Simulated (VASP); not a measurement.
# N (Im-3m) in VASP: single point with PBEsol

Aim: the single point of N with PBEsol.

All numbers are computed with VASP 6.6.1; they aren't measurements. Logs are shortened: lines on timing, memory, paths and dates and some standing lists are left out, and cuts for length are marked.

### Step 1. The crystal as given

It takes space group Im-3m (No. 229, cubic). Conventional cell: a = 2.415 Å, b = 2.415 Å, c = 2.415 Å, α = 90.00°, β = 90.00°, γ = 90.00°. N (site symmetry m-3m) has 8 N at 2.09 Å as nearest neighbours.

The cell was built by a generator and needn't be a form met in nature.

### Step 2. Single point, PBEsol

Input file INCAR:

```
SYSTEM = N
PREC = Accurate
ENCUT = 520
EDIFF = 1E-7
ISMEAR = 0
SIGMA = 0.1577
LREAL = .FALSE.
LASPH = .TRUE.
NELM = 100
ALGO = Normal
ISIF = 2
LWAVE = .FALSE.
LCHARG = .FALSE.
GGA = PS
NBANDS = 8
```

Input file KPOINTS:

```
Automatic mesh
0
G
  19 19 19
  0 0 0
```

Input file POSCAR:

```
N
1.0
   -1.2076160000      1.2076160000      1.2076160000
    1.2076160000     -1.2076160000      1.2076160000
    1.2076160000      1.2076160000     -1.2076160000
N
1
Direct
    0.0000000000      0.0000000000      0.0000000000
```

Potentials or basis: VASP PAW PBE potentials, release 64 (N).

On the command line:

```bash
$ cat potpaw_PBE.64/N/POTCAR > POTCAR
$ mpirun -np 1 vasp_std > vasp.out
```

OUTCAR:

```text
SYSTEM = N
   PREC = Accurate
   ENCUT = 520
   EDIFF = 1E-7
   ISMEAR = 0
   LREAL = .FALSE.
   LASPH = .TRUE.
   NELM = 100
   ISIF = 2
   GGA = PS

 ion  position               nearest neighbor table
   1  0.000  0.000  0.000-

  LATTYP: Found a body centered cubic cell.
 ALAT       =     2.4152320000

  Lattice vectors:

 A1 = (  -1.2076160000,   1.2076160000,   1.2076160000)
 A2 = (   1.2076160000,  -1.2076160000,   1.2076160000)
 A3 = (   1.2076160000,   1.2076160000,  -1.2076160000)

Analysis of symmetry for initial positions (statically):
=====================================================================
 Subroutine PRICEL returns:
 Original cell was already a primitive cell.

 Routine SETGRP: Setting up the symmetry group for a
 body centered cubic supercell.

 Subroutine GETGRP returns: Found 48 space group operations
 (whereof 48 operations were pure point group operations)
 out of a pool of 48 trial point group operations.

The static configuration has the point symmetry O_h .

Analysis of symmetry for dynamics (positions and initial velocities):
=====================================================================
 Subroutine PRICEL returns:
 Original cell was already a primitive cell.

 Routine SETGRP: Setting up the symmetry group for a
 body centered cubic supercell.

 Subroutine GETGRP returns: Found 48 space group operations
 (whereof 48 operations were pure point group operations)
 out of a pool of 48 trial point group operations.

The dynamic configuration has the point symmetry O_h .

 Subroutine INISYM returns: Found 48 space group operations
 (whereof 48 operations are pure point group operations),
 and found     1 'primitive' translations

----------------------------------------------------------------------------------------

                                     Primitive cell

  volume of cell :       7.0444

  direct lattice vectors                    reciprocal lattice vectors
    -1.207616000  1.207616000  1.207616000     0.000000000  0.414038900  0.414038900
     1.207616000 -1.207616000  1.207616000     0.414038900  0.000000000  0.414038900
     1.207616000  1.207616000 -1.207616000     0.414038900  0.414038900  0.000000000

  length of vectors
     2.091652268  2.091652268  2.091652268     0.585539427  0.585539427  0.585539427

  position of ions in fractional coordinates (direct lattice)
     0.000000000  0.000000000  0.000000000

  ion indices of the primitive-cell ions
   primitive index   ion index
                 1           1

----------------------------------------------------------------------------------------

 KPOINTS: Automatic mesh

Automatic generation of k-mesh.
 Grid dimensions read from file:
 generate k-points for:   19   19   19

 Generating k-lattice:

  Cartesian coordinates                     Fractional coordinates (reciprocal lattice)
     0.000000000  0.021791521  0.021791521     0.052631579  0.000000000  0.000000000
     0.021791521  0.000000000  0.021791521     0.000000000  0.052631579  0.000000000
     0.021791521  0.021791521  0.000000000     0.000000000  0.000000000  0.052631579

  Length of vectors
     0.030817865  0.030817865  0.030817865

  Shift w.r.t. Gamma in fractional coordinates (k-lattice)
     0.000000000  0.000000000  0.000000000

 Subroutine IBZKPT returns following result:
 ===========================================

 Found    220 irreducible k-points:

 Following reciprocal coordinates:
            Coordinates               Weight
  0.000000  0.000000  0.000000      1.000000
  0.052632  0.000000  0.000000     12.000000
  0.105263  0.000000  0.000000     12.000000
  0.157895  0.000000  0.000000     12.000000
  0.210526  0.000000  0.000000     12.000000
  0.263158  0.000000  0.000000     12.000000
[... 16 lines left out ...]
  0.263158  0.105263  0.000000     48.000000
  0.315789  0.105263  0.000000     48.000000
 [... further k-points ...]
   k-points           NKPTS =    220   k-points in BZ     NKDIM =    220   number of bands    NBANDS=      8
   number of dos      NEDOS =    301   number of ions     NIONS =      1
   total plane-waves  NPLWV =   4096
   dimension x,y,z NGX =    16 NGY =   16 NGZ =   16
   dimension x,y,z NGXF=    32 NGYF=   32 NGZF=   32
   ions per type =               1
   NGX,Y,Z   is equivalent  to a cutoff of  12.72, 12.72, 12.72 a.u.
   NGXF,Y,Z  is equivalent  to a cutoff of  25.43, 25.43, 25.43 a.u.
 SYSTEM =  N
   PREC   = accura    normal or accurate (medium, high low for compatibility)
   ISTART =      0    job   : 0-new  1-cont  2-samecut
   ICHARG =      2    charge: 1-file 2-atom 10-const
   ISPIN  =      1    spin polarized calculation?
   LNONCOLLINEAR =      F non collinear calculations
   LSORBIT =      F    spin-orbit coupling
   LASPH  =      T    aspherical Exc in radial PAW
   ENCUT  =  520.0 eV  38.22 Ry    6.18 a.u.   3.89  3.89  3.89*2*pi/ulx,y,z
   NELM   =    100;   NELMIN=  2; NELMDL= -5     # of ELM steps
   EDIFF  = 0.1E-06   stopping-criterion for ELM
   LREAL  =      F    real-space projection
   EDIFFG = 0.1E-05   stopping-criterion for IOM
   NSW    =      0    number of steps for IOM
   IBRION =     -1    ionic relax: 0-MD 1-quasi-New 2-CG
   NFREE  =      0    steps in history (QN), initial steepest desc. (CG)
   ISIF   =      2    stress and relaxation
   ISYM   =      2    0-nonsym 1-usesym 2-fastsym
   POTIM  = 0.5000    time-step for ionic-motion
   TEBEG  =    0.0;   TEEND  =   0.0 temperature during run
   PSTRESS=    0.0 pullay stress
   NELECT =       5.0000    total number of electrons
   NUPDOWN=      -1.0000    fix difference up-down
   EMIN   =  10.00;   EMAX   =-10.00  energy-range for DOS
   EFERMI =   0.00;   METHOD = LEGACY
   ISMEAR =     0;   SIGMA  =   0.16  broadening in eV -4-tet -1-fermi 0-gaus
   EFERMI_NEDOS =   21; number of points for ismear=-14 and -15
   IALGO  =     38    algorithm
   IMIX   =      4    mixing-type and parameters
     AMIX     =   0.40;   BMIX     =  1.00
     AMIX_MAG =   1.60;   BMIX_MAG =  1.00
  volume/ion in A,a.u.               =       7.04        47.54
  Fermi-wavevector in a.u.,A,eV,Ry     =   1.460324  2.759613 29.015064  2.132547
  Thomas-Fermi vector in A             =   2.576787
   LORBIT       =      0    0 simple, 1 ext, 2 COOP (PROOUT), +10 PAW based schemes
   GGA     = PS    functional components
   LHFCALC =     F    Hartree Fock is set to
   AEXX    =    0.0000 exact exchange contribution
   IVDW    =     0    specifies the selected vdW correction
   LEPSILON=     F    determine dielectric tensor
   LRPA    =     F    only Hartree local field effects (RPA)
 non-spin polarized calculation
 Gauss-broadening in eV      SIGMA  =   0.16
  energy-cutoff  :      520.00
  volume of cell :        7.04
 maximum number of plane-waves:       201
   NGX =  7   NGY =  7   NGZ =  7

 number of electron       5.0000001 magnetization

 Free energy of the ion-electron system (eV)
  ---------------------------------------------------
  ext. energy  EPLUGINS =         0.00000000
  ---------------------------------------------------
  free energy    TOTEN  =        -4.56473960 eV

  energy without entropy =       -4.55903985  energy(sigma->0) =       -4.56188973

 E-fermi :   6.1299     XC(G=0): -13.1975

 val. band max:        6.1267831243   @ k =   0.2105   0.2105   0.0000
 cond. band min:       6.1303181939   @ k =  -0.2105   0.2632   0.1053
 fundamental gap:      0.0035350696
 Fermi energy:         6.1298994840

 k-point     1 :       0.0000    0.0000    0.0000
  band No.  band energies     occupation
      1     -14.6947      2.00000
      2      10.7495      0.00000
      3      10.7495      0.00000
      4      10.7495      0.00000
      5      31.7093      0.00000
      6      40.5133      0.00000
      7      40.5133      0.00000
      8      40.5133      0.00000

 k-point     2 :       0.0526    0.0000    0.0000
  band No.  band energies     occupation
      1     -14.5804      2.00000
      2      10.4867      0.00000
      3      10.6432      0.00000
      4      10.7313      0.00000
      5      31.8065      0.00000
      6      39.5925      0.00000
      7      39.6752      0.00000
      8      40.8561      0.00000

 k-point     3 :       0.1053    0.0000    0.0000
  band No.  band energies     occupation
      1     -14.2394      2.00000
      2       9.7197      0.00000
      3      10.3430      0.00000
      4      10.6770      0.00000
      5      32.0385      0.00000
      6      37.1325      0.00000
      7      38.0138      0.00000
      8      41.8605      0.00000

 k-point     4 :       0.1579    0.0000    0.0000
  band No.  band energies     occupation
      1     -13.6747      2.00000
      2       8.5091      0.00000
      3       9.9017      0.00000
      4      10.5914      0.00000
      5      32.0902      0.00000
      6      34.8876      0.00000
      7      36.2873      0.00000
      8      41.9243      0.00000

 k-point     5 :       0.2105    0.0000    0.0000
  band No.  band energies     occupation
      1     -12.8924      2.00000
      2       6.9408      0.00000
      3       9.3859      0.00000
      4      10.4824      0.00000
      5      31.0592      0.00000
      6      34.1860      0.00000
      7      34.7187      0.00000
      8      41.4995      0.00000

 k-point     6 :       0.2632    0.0000    0.0000
  band No.  band energies     occupation
      1     -11.9025      2.00000
      2       5.1160      2.00000
      3       8.8606      0.00000
      4      10.3605      0.00000
      5      29.4594      0.00000
      6      33.3772      0.00000
      7      34.5248      0.00000
      8      41.4329      0.00000

 k-point     7 :       0.3158    0.0000    0.0000
  band No.  band energies     occupation
      1     -10.7237      2.00000
      2       3.1440      2.00000
      3       8.3807      0.00000
      4      10.2392      0.00000
      5      28.0877      0.00000
      6      32.2894      0.00000
      7      35.0430      0.00000
      8      41.6825      0.00000

 k-point     8 :       0.3684    0.0000    0.0000
  band No.  band energies     occupation
      1      -9.3931      2.00000
      2       1.1427      2.00000
      3       7.9876      0.00000
      4      10.1326      0.00000
      5      27.0680      0.00000
      6      31.4672      0.00000
      7      35.5322      0.00000
      8      42.1644      0.00000

 k-point     9 :       0.4211    0.0000    0.0000
  band No.  band energies     occupation
      1      -8.0035      2.00000
      2      -0.7303      2.00000
      3       7.7104      0.00000
      4      10.0531      0.00000
      5      26.4013      0.00000
      6      30.9167      0.00000
      7      35.9057      0.00000
      8      42.7257      0.00000

 k-point    10 :       0.4737    0.0000    0.0000
  band No.  band energies     occupation
      1      -6.8759      2.00000
      2      -2.1106      2.00000
      3       7.5675      0.00000
      4      10.0108      0.00000
      5      26.0729      0.00000
      6      30.6408      0.00000
      7      36.1080      0.00000
      8      43.1259      0.00000
[... 78 lines left out ...]
 k-point    18 :       0.4211    0.0526    0.0000
  band No.  band energies     occupation
      1      -7.2998      2.00000
      2      -1.4500      2.00000
      3       7.4264      0.00000
      4       9.8607      0.00000
      5      26.4130      0.00000
      6      30.8171      0.00000
      7      35.8631      0.00000
      8      42.9952      0.00000

 k-point    19 :       0.4737    0.0526    0.0000
  band No.  band energies     occupation
      1      -6.6219      2.00000
      2      -2.2529      2.00000
      3       7.3507      0.00000
      4       9.8373      0.00000
      5      26.2536      0.00000
      6      30.6907      0.00000
      7      35.9690      0.00000
      8      43.1946      0.00000

 k-point    20 :       0.1053    0.1053    0.0000
  band No.  band energies     occupation
      1     -13.3382      2.00000
      2       7.9758      0.00000
      3       9.7014      0.00000
      4      10.3038      0.00000
      5      32.3808      0.00000
      6      33.8021      0.00000
      7      35.3008      0.00000
      8      41.4714      0.00000

 k-point    21 :       0.1579    0.1053    0.0000
  band No.  band energies     occupation
      1     -12.5600      2.00000
      2       6.6420      0.00000
      3       9.0493      0.00000
      4      10.1183      0.00000
      5      31.5784      0.00000
      6      32.8050      0.00000
      7      34.4518      0.00000
      8      41.5086      0.00000

 k-point    22 :       0.2105    0.1053    0.0000
  band No.  band energies     occupation
      1     -11.5766      2.00000
      2       5.0326      2.00000
      3       8.3509      0.00000
      4       9.9472      0.00000
      5      30.0119      0.00000
      6      32.4288      0.00000
      7      34.3112      0.00000
      8      41.7169      0.00000

 k-point    23 :       0.2632    0.1053    0.0000
  band No.  band energies     occupation
      1     -10.4075      2.00000
      2       3.2211      2.00000
      3       7.7256      0.00000
      4       9.7870      0.00000
      5      28.7341      0.00000
      6      31.8882      0.00000
      7      34.5982      0.00000
      8      42.0775      0.00000

 k-point    24 :       0.3158    0.1053    0.0000
  band No.  band energies     occupation
      1      -9.0914      2.00000
      2       1.3303      2.00000
      3       7.2294      0.00000
      4       9.6492      0.00000
      5      27.7987      0.00000
      6      31.4117      0.00000
      7      34.9707      0.00000
      8      42.5438      0.00000

 [... further k-points ...]

------------------------ aborting loop because EDIFF is reached ----------------------------------------

  FORCE on cell =-STRESS in cart. coord.  units (eV):
  Direction    XX          YY          ZZ          XY          YZ          ZX
  --------------------------------------------------------------------------------------
  -------------------------------------------------------------------------------------
  Total       -0.2347300     -0.2347300     -0.2347300      0.0000000     -0.0000000      0.0000000
  in kB      -53.3866350    -53.3866350    -53.3866350      0.0000000     -0.0000000      0.0000000
  external PRESSURE =     -53.3866350 kB  Pullay stress =       0.0000000 kB

 VOLUME and BASIS-vectors are now :
 -----------------------------------------------------------------------------
  energy-cutoff  :      520.00
  volume of cell :        7.04
      direct lattice vectors                 reciprocal lattice vectors
    -1.207616000  1.207616000  1.207616000     0.000000000  0.414038900  0.414038900
     1.207616000 -1.207616000  1.207616000     0.414038900  0.000000000  0.414038900
     1.207616000  1.207616000 -1.207616000     0.414038900  0.414038900  0.000000000

 POSITION                                       TOTAL-FORCE (eV/Angst)
 -----------------------------------------------------------------------------------
      0.00000      0.00000      0.00000        -0.000000     -0.000000      0.000000
 -----------------------------------------------------------------------------------
    total drift:                               -0.000000     -0.000000     -0.000000

  FREE ENERGIE OF THE ION-ELECTRON SYSTEM (eV)
  ---------------------------------------------------
  free  energy   TOTEN  =        -4.5647395997 eV

  energy  without entropy=       -4.5590398529  energy(sigma->0) =       -4.56188973
```

Run time: 2.6 s. Hardware: 1 thread of Intel Xeon 6975P-C (Granite Rapids), shared host; peak memory 0.11 GiB.

What came out:

```yaml
Free_energy: -4.5647 eV
Pressure: -5.3 GPa
Band_gap_on_the_k_mesh: none (metal or under the smearing width)
```

Caveat: the PAW data sets were made with another functional, which shifts forces and pressure a little.
